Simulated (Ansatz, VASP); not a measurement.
# Two plane-wave programs on B

```xyz
1
Lattice="1.8635 0.0000 0.0000 0.0000 1.8635 0.0000 0.0000 0.0000 1.8635" Properties=species:S:1:pos:R:3 pbc="T T T"
B     0.0000    0.0000    0.0000
```

Alike in both runs: functional LDA; k mesh 16 × 16 × 16; occupations fermi-dirac, width 0.1 eV; no spin polarisation.

Ansatz relaxed the structure, and its values are those at the end. VASP's run is a single point on that final structure, the one shown.

|  | VASP | Ansatz |
| --- | --- | --- |
| version | VASP 6.6.1 | Ansatz 0.2.0 |
| potentials or method | VASP PAW LDA potentials, release 64 (B) | plane waves (420 eV) with PAW, scalar-relativistic |
| plane-wave cutoff (eV) | 520 | 420 |
| valence electrons in the cell | 3 | 3 |

```csv
,VASP,Ansatz,Ansatz less VASP
pressure (GPa),0.3,0.0,-0.34
```

Ansatz warned: «pseudo_functional_mismatch».
